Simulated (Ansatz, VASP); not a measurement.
# Cross-check of BN between VASP and Ansatz, part 2 of 2

One calculation is typed for both programs; each brings its own data sets. How far apart do they land? The cell is taken from a series of runs on this material, whose earlier steps may have relaxed, scaled, displaced or heated it; both programs get it as it stands.

VASP 6.6.1 and Ansatz 0.2.0.

So far: The starting structure; Ansatz: G0W0 gap, r2SCAN.

### 3. VASP: G0W0 gap, r2SCAN

Level of this step: G0W0 on r2SCAN; plane waves and PAW (B_GW, N_GW) (VASP).

The same cell, functional and mesh now go to VASP, with its own data sets.

Lines of VASP's logs that name or quote its potential files are left out, and so is its time.

The run reads the wave functions of an earlier VASP run, which isn't shown here.

INCAR reads:

```
SYSTEM = BN
PREC = Accurate
ENCUT = 450
ISMEAR = 0
SIGMA = 0.01
LREAL = .FALSE.
METAGGA = R2SCAN
LASPH = .TRUE.
NBANDS = 120
ALGO = EVGW0
NELMGW = 1
ENCUTGW = 120
NOMEGA = 64
PRECFOCK = Fast
NBANDSGW = 16
LWAVE = .FALSE.
LCHARG = .FALSE.
```

POSCAR reads:

```
BN
1.0
    2.5039900000      0.0000000000      0.0000000000
   -1.2519950000      2.1685189508      0.0000000000
    0.0000000000      0.0000000000      6.6612000000
B N
2 2
Direct
    0.3333333333      0.6666666667      0.2500000000
    0.6666666667      0.3333333333      0.7500000000
    0.3333333333      0.6666666667      0.7500000000
    0.6666666667      0.3333333333      0.2500000000
```

KPOINTS reads:

```
Automatic mesh
0
Gamma
9 9 2
0 0 0
```

Potentials, in the order of the species: B_GW and N_GW (PBE family, release 64).

Run with:

```console
> mpirun -np 8 vasp_std
```

Numbers of over 12 decimals in the logs are rounded to 6 here.

Log:

```text
[banner, memory and clock lines left out]
running    8 mpi-ranks, on    1 nodes
 distrk:  each k-point on    8 cores,    1 groups
 distr:  one band on    1 cores,    8 groups

 POSCAR found type information on POSCAR B N
 POSCAR found :  2 types and       4 ions
|                                                                             |
|           W    W    AA    RRRRR   N    N  II  N    N   GGGG   !!!           |
|           W    W   A  A   R    R  NN   N  II  NN   N  G    G  !!!           |
|           W    W  A    A  R    R  N N  N  II  N N  N  G       !!!           |
|           W WW W  AAAAAA  RRRRR   N  N N  II  N  N N  G  GGG   !            |
|           WW  WW  A    A  R   R   N   NN  II  N   NN  G    G                |
|           W    W  A    A  R    R  N    N  II  N    N   GGGG   !!!           |
|                                                                             |
|     For optimal performance we recommend to set                             |
|       NCORE = 2 up to number-of-cores-per-socket                            |
|     NCORE specifies how many cores store one orbital (NPAR=cpu/NCORE).      |
|     This setting can greatly improve the performance of VASP for DFT.       |
|     The default, NCORE=1 might be grossly inefficient on modern             |
|     multi-core architectures or massively parallel machines. Do your        |
|     Unfortunately you need to use the default for GW and RPA                |
|     calculations (for HF NCORE is supported but not extensively tested      |
|     yet).                                                                   |
|                                                                             |

|                                                                             |
|               ----> ADVICE to this user running VASP <----                  |
|                                                                             |
|     You enforced a specific xc type in the INCAR file but a different       |
|     [... a line on the potential file left out ...]
|     I HOPE YOU KNOW WHAT YOU ARE DOING!                                     |
|                                                                             |

|                                                                             |
|           W    W    AA    RRRRR   N    N  II  N    N   GGGG   !!!           |
|           W    W   A  A   R    R  NN   N  II  NN   N  G    G  !!!           |
|           W    W  A    A  R    R  N N  N  II  N N  N  G       !!!           |
|           W WW W  AAAAAA  RRRRR   N  N N  II  N  N N  G  GGG   !            |
|           WW  WW  A    A  R   R   N   NN  II  N   NN  G    G                |
|           W    W  A    A  R    R  N    N  II  N    N   GGGG   !!!           |
|                                                                             |
|     The default for ENCUTGWSOFT is different in this version of VASP.       |
|     please manually set ENCUTGWSOFT =120 in the INCAR file.                 |
|                                                                             |

 LDA part: xc-table for (None), standard interpolation
 found WAVECAR, reading the header
 POSCAR, INCAR and KPOINTS ok, starting setup
 FFT: planning ... GRIDC
 FFT: planning ... GRID_SOFT
 FFT: planning ... GRID
 reading WAVECAR
 the WAVECAR file was read successfully
 initial charge from wavefunction
 available memory per node:     29.37 GB, setting MAXMEM to     30079

 The Fermi energy was updated, please check that it is located mid-gap
 values below the HOMO (VB) or above the LUMO (CB) will cause erroneous energies
 E-fermi :   4.5411

 calculate exact exchange contribution
 the WAVEDER file was read successfully
energies w=
    0.000    0.000    0.775    0.000    1.548    0.000    2.317    0.000
    3.082    0.000    3.840    0.000    4.590    0.000    5.332    0.000
    6.064    0.000    6.787    0.000    7.499    0.000    8.202    0.000
    8.895    0.000    9.578    0.000   10.253    0.000   10.921    0.000
   11.581    0.000   12.235    0.000   12.885    0.000   13.530    0.000
   14.174    0.000   14.816    0.000   15.459    0.000   16.103    0.000
   16.752    0.000   17.405    0.000   18.065    0.000   18.734    0.000
   19.414    0.000   20.107    0.000   20.815    0.000   21.542    0.000
   22.289    0.000   23.061    0.000   23.861    0.000   24.693    0.000
   25.560    0.000   26.469    0.000   27.425    0.000   28.434    0.000
   29.506    0.000   30.648    0.000   31.870    0.000   33.185    0.000
   34.609    0.000   36.159    0.000   37.856    0.000   39.725    0.000
   41.801    0.000   44.123    0.000   46.742    0.000   49.723    0.000
   53.152    0.000   57.141    0.000   61.846    0.000   67.478    0.000
   74.345    0.000   82.899    0.000   93.846    0.000  108.337    0.000
  128.402    0.000  157.972    0.000  205.793    0.000  296.059    0.000
 responsefunction array rank=     120
 LDA part: xc-table for (None), standard interpolation

 min. memory requirement per mpi rank    135.4 MB, per node   1082.9 MB

 allocating   8 responsefunctions rank=   120
 shmem allocating  64 responsefunctions rank=   120
 response function shared by NCSHMEM nodes    1
 Doing            8  frequencies on each core in blocks of           64
NQ=   1    0.0000    0.0000    0.0000,
|.........|.........|.........|.........|.........|.........|.........|.........
 performed        382000 updates of chi_q(r,r)
 total number of BLAS operations         35.03 Gflops
NQ=   2    0.1111    0.0000    0.0000,
|.........|.........|.........|.........|.........|.........|.........|.........
 performed       1156000 updates of chi_q(r,r)
 total number of BLAS operations        102.02 Gflops
NQ=   3    0.2222   -0.0000    0.0000,
|.........|.........|.........|.........|.........|.........|.........|.........
 performed       1930000 updates of chi_q(r,r)
 total number of BLAS operations        174.25 Gflops
NQ=   4    0.3333   -0.0000    0.0000,
|.........|.........|.........|.........|.........|.........|.........|.........
 performed       2704000 updates of chi_q(r,r)
 total number of BLAS operations        246.49 Gflops
NQ=   5    0.4444   -0.0000    0.0000,
|.........|.........|.........|.........|.........|.........|.........|.........
 performed       3478000 updates of chi_q(r,r)
 total number of BLAS operations        326.98 Gflops
NQ=   6    0.1111    0.1111    0.0000,
|.........|.........|.........|.........|.........|.........|.........|.........
 performed       4252000 updates of chi_q(r,r)
 total number of BLAS operations        397.88 Gflops
NQ=   7    0.2222    0.1111    0.0000,
|.........|.........|.........|.........|.........|.........|.........|.........
 performed       5164000 updates of chi_q(r,r)
 total number of BLAS operations        478.35 Gflops
NQ=   8    0.3333    0.1111    0.0000,
|.........|.........|.........|.........|.........|.........|.........|.........
 performed       6076000 updates of chi_q(r,r)
 total number of BLAS operations        563.49 Gflops
NQ=   9    0.4444    0.1111    0.0000,
|.........|.........|.........|.........|.........|.........|.........|.........
 performed       6850000 updates of chi_q(r,r)
 total number of BLAS operations        638.43 Gflops
NQ=  10    0.2222    0.2222    0.0000,
|.........|.........|.........|.........|.........|.........|.........|.........
 performed       7624000 updates of chi_q(r,r)
 total number of BLAS operations        702.86 Gflops
NQ=  11    0.3333    0.2222    0.0000,
|.........|.........|.........|.........|.........|.........|.........|.........
 performed       8536000 updates of chi_q(r,r)
 total number of BLAS operations        781.81 Gflops
NQ=  12    0.3333    0.3333    0.0000,
|.........|.........|.........|.........|.........|.........|.........|.........
 performed       9002000 updates of chi_q(r,r)
 total number of BLAS operations        820.67 Gflops
NQ=  13    0.0000    0.0000    0.5000,
|.........|.........|.........|.........|.........|.........|.........|.........
 performed       9384000 updates of chi_q(r,r)
 total number of BLAS operations        856.36 Gflops
NQ=  14    0.1111    0.0000    0.5000,
|.........|.........|.........|.........|.........|.........|.........|.........
 performed      10158000 updates of chi_q(r,r)
 total number of BLAS operations        925.95 Gflops
NQ=  15    0.2222   -0.0000    0.5000,
|.........|.........|.........|.........|.........|.........|.........|.........
 performed      10932000 updates of chi_q(r,r)
 total number of BLAS operations       1003.63 Gflops
NQ=  16    0.3333   -0.0000    0.5000,
|.........|.........|.........|.........|.........|.........|.........|.........
 performed      11706000 updates of chi_q(r,r)
 total number of BLAS operations       1078.57 Gflops
NQ=  17    0.4444   -0.0000    0.5000,
|.........|.........|.........|.........|.........|.........|.........|.........
 performed      12480000 updates of chi_q(r,r)
 total number of BLAS operations       1150.81 Gflops
NQ=  18    0.1111    0.1111    0.5000,
|.........|.........|.........|.........|.........|.........|.........|.........
 performed      13254000 updates of chi_q(r,r)
 total number of BLAS operations       1225.74 Gflops
NQ=  19    0.2222    0.1111    0.5000,
|.........|.........|.........|.........|.........|.........|.........|.........
 performed      14166000 updates of chi_q(r,r)
 total number of BLAS operations       1310.88 Gflops
NQ=  20    0.3333    0.1111    0.5000,
|.........|.........|.........|.........|.........|.........|.........|.........
 performed      15078000 updates of chi_q(r,r)
 total number of BLAS operations       1399.20 Gflops
NQ=  21    0.4444    0.1111    0.5000,
|.........|.........|.........|.........|.........|.........|.........|.........
 performed      15852000 updates of chi_q(r,r)
 total number of BLAS operations       1476.89 Gflops
NQ=  22    0.2222    0.2222    0.5000,
|.........|.........|.........|.........|.........|.........|.........|.........
 performed      16626000 updates of chi_q(r,r)
 total number of BLAS operations       1543.87 Gflops
NQ=  23    0.3333    0.2222    0.5000,
|.........|.........|.........|.........|.........|.........|.........|.........
 performed      17538000 updates of chi_q(r,r)
 total number of BLAS operations       1629.01 Gflops
NQ=  24    0.3333    0.3333    0.5000,
|.........|.........|.........|.........|.........|.........|.........|.........
 performed      18004000 updates of chi_q(r,r)
 total number of BLAS operations       1677.56 Gflops
 resolving degeneracies of screened two electron integrals

 calculate QP shifts <psi_nk| G(iteration)W_0 |psi_nk>: iteration 1
 entering main loop
```

From OUTCAR (step 3):

```text
ion  position               nearest neighbor table
   1  0.333  0.667  0.250-   4 1.45   4 1.45   4 1.45
   2  0.667  0.333  0.750-   3 1.45   3 1.45   3 1.45
   3  0.333  0.667  0.750-   2 1.45   2 1.45   2 1.45
   4  0.667  0.333  0.250-   1 1.45   1 1.45   1 1.45

  LATTYP: Found a hexagonal cell.
 ALAT       =     2.5039900000
 C/A-ratio  =     2.6602342661

 Subroutine GETGRP returns: Found 24 space group operations
 (whereof 12 operations were pure point group operations)

The static configuration has the point symmetry D_3d.
 The point group associated with its full space group is D_6h.

 Found     24 irreducible k-points:

   k-points           NKPTS =     24   k-points in BZ     NKDIM =    162   number of bands    NBANDS=    120

   dimension x,y,z NGX =    18 NGY =   18 NGZ =   48
   dimension x,y,z NGXF=    36 NGYF=   36 NGZF=   96

   ENCUT  =  450.0 eV  33.07 Ry    5.75 a.u.   4.33  4.33 11.52*2*pi/ulx,y,z

   NELECT =      16.0000    total number of electrons

  energy-cutoff  :      450.00
  volume of cell :       36.17
      direct lattice vectors                 reciprocal lattice vectors
     2.503990000  0.000000000  0.000000000     0.399362617  0.230572115  0.000000000
    -1.251995000  2.168518951  0.000000000     0.000000000  0.461144229  0.000000000
     0.000000000  0.000000000  6.661200000     0.000000000  0.000000000  0.150123101

 k-points in reciprocal lattice and weights: Automatic mesh
   0.00000000  0.00000000  0.00000000       0.006
   0.11111111  0.00000000  0.00000000       0.037
   0.22222222 -0.00000000  0.00000000       0.037
   0.33333333 -0.00000000  0.00000000       0.037
   0.44444444 -0.00000000  0.00000000       0.037
   0.11111111  0.11111111  0.00000000       0.037
   0.22222222  0.11111111  0.00000000       0.074
   0.33333333  0.11111111  0.00000000       0.074
   0.44444444  0.11111111  0.00000000       0.037
[...]
0.33333333  0.22222222  0.50000000       0.074
   0.33333333  0.33333333  0.50000000       0.012

 E-fermi :   4.5411

 QP shifts <psi_nk| G(iteration)W_0 |psi_nk>: iteration 1
 for sc-GW calculations column KS-energies equals QP-energies in previous step
 and V_xc(KS)=  KS-energies - (<T + V_ion + V_H > + <T+V_H+V_ion>^1  + <V_x>^1)
 k-point   1 :       0.0000    0.0000    0.0000
  band No.  KS-energies  QP-energies   sigma(KS)   V_xc(KS)     V^pw_x(r,r')   Z            occupation Imag(sigma)
    ...
      5       0.6722      -0.1401     -19.4564     -18.4521     -22.6304       0.8089       2.0000       0.0758
      6       0.6722      -0.1401     -19.4564     -18.4521     -22.6304       0.8089       2.0000       0.0758
      7       0.7078      -0.0964     -19.4866     -18.4928     -22.6545       0.8092       2.0000       0.0756
      8       0.7078      -0.0964     -19.4866     -18.4928     -22.6545       0.8092       2.0000       0.0756
      9       7.6465       7.9532      -8.0208      -8.3829      -4.2738       0.8470       0.0000      -0.0742
     10      13.0566      13.9510     -11.5580     -12.7052      -6.7738       0.7796       0.0000      -0.1518
     11      14.3371      15.7890     -11.8199     -13.5865      -7.1762       0.8219       0.0000      -0.0919
     12      14.3371      15.7890     -11.8199     -13.5865      -7.1762       0.8219       0.0000      -0.0919
    ...

 k-point   2 :       0.1111    0.0000    0.0000
  band No.  KS-energies  QP-energies   sigma(KS)   V_xc(KS)     V^pw_x(r,r')   Z            occupation Imag(sigma)
    ...
      5      -0.3401      -1.2198     -19.1834     -18.0842     -22.5277       0.8002       2.0000       0.0850
      6      -0.3072      -1.1799     -19.1941     -18.1055     -22.5244       0.8017       2.0000       0.0845
      7       0.2063      -0.6289     -19.2910     -18.2538     -22.5342       0.8053       2.0000       0.0793
      8       0.2518      -0.5761     -19.3302     -18.3031     -22.5669       0.8061       2.0000       0.0789
      9       8.0878       8.4015      -8.0485      -8.4194      -4.2797       0.8459       0.0000      -0.0755
     10      12.8944      13.8282     -11.8208     -13.0230      -7.0237       0.7768       0.0000      -0.1536
     11      14.0584      15.3459     -11.7168     -13.2873      -7.0432       0.8199       0.0000      -0.0963
     12      14.3692      15.7185     -11.7999     -13.4441      -7.1369       0.8206       0.0000      -0.0941
    ...

 k-point   3 :       0.2222   -0.0000    0.0000
  band No.  KS-energies  QP-energies   sigma(KS)   V_xc(KS)     V^pw_x(r,r')   Z            occupation Imag(sigma)
    ...
      5      -2.5998      -3.5943     -18.7267     -17.4565     -22.5393       0.7829       2.0000       0.1159
      6      -0.9778      -1.8995     -16.3065     -15.1166     -19.4577       0.7746       2.0000       0.1176
      7      -0.7815      -1.6678     -19.0366     -17.9273     -22.4619       0.7990       2.0000       0.0879
      8      -0.7253      -1.6031     -19.0850     -17.9871     -22.5033       0.7995       2.0000       0.0873
      9       9.1983       9.5408      -8.0971      -8.5042      -4.2065       0.8412       0.0000      -0.0809
     10      12.0213      13.0013     -12.0956     -13.3509      -7.3654       0.7807       0.0000      -0.1445
     11      12.9512      13.7406     -11.5400     -12.5813      -6.0738       0.7581       0.0000      -0.2132
     12      13.4829      14.5981     -11.5222     -12.8828      -6.8730       0.8197       0.0000      -0.0954
    ...

 k-point   4 :       0.3333   -0.0000    0.0000
  band No.  KS-energies  QP-energies   sigma(KS)   V_xc(KS)     V^pw_x(r,r')   Z            occupation Imag(sigma)
    ...
      5      -1.6931      -2.6212     -18.8771     -17.7057     -22.4972       0.7923       2.0000       0.0969
      6      -1.6308      -2.5499     -18.9301     -17.7713     -22.5428       0.7931       2.0000       0.0963
      7      -1.4241      -2.4707     -15.0058     -13.6531     -18.0202       0.7737       2.0000       0.1249
      8       0.3220      -0.4980     -16.6984     -15.6540     -19.5055       0.7851       2.0000       0.0933
      9       9.6388      10.3695     -10.5011     -11.4058      -6.0937       0.8077       0.0000      -0.1058
     10      10.5159      11.4301     -11.7659     -12.9198      -7.1629       0.7923       0.0000      -0.1222
     11      10.7281      11.1709      -8.5685      -9.1000      -4.4381       0.8332       0.0000      -0.0909
     12      12.9945      13.9979     -11.3853     -12.6092      -6.7626       0.8198       0.0000      -0.0941
    ...

[... 4 further parts left out ...]
```

The PAW data sets were made with PBE, which is usual practice but a small mismatch for other functionals.

### 4. Comparison

Known differences besides the potentials themselves: VASP keeps PBE cores, Ansatz makes them for the functional; fixed occupations in Ansatz, narrow Gaussian smearing in VASP; the cutoff is 500 eV in Ansatz and 450 eV in VASP; Ansatz integrates over frequency by contour deformation, VASP on a grid of NOMEGA points; Ansatz's G0W0 levels solve the quasiparticle equation, VASP's are linearised. Total energies have different zeros and are not compared.

Compared:

```
                   quantity  Ansatz  VASP  difference
  G0W0 gap on the mesh (eV)    6.16  6.17       -0.01
Kohn-Sham gap under it (eV)    4.98  5.04       -0.07
```

### 5. Outcome

| Quantity | Value |
| --- | --- |
| difference in G0W0 gap on the mesh (G0W0 gap, r2SCAN) | -0.0065 eV |

What this shows: The difference in G0W0 gap on the mesh is -0.0065 eV (G0W0 gap, r2SCAN). How closely two codes agree says nothing of how well the functional describes the real material.

[Lines on the potential files, build, host, timing and source positions are cut from VASP's logs without a mark.]

[Logs are printed without paths, hosts, clocks, repeated set-up lines and the standing remarks that a program may print on its own settings, such as how far it seeks lower states.]

[Hosts, paths, dates, database ids (printed as entryN), source tags and the programs' standing remarks are cut or masked in the printed files.]
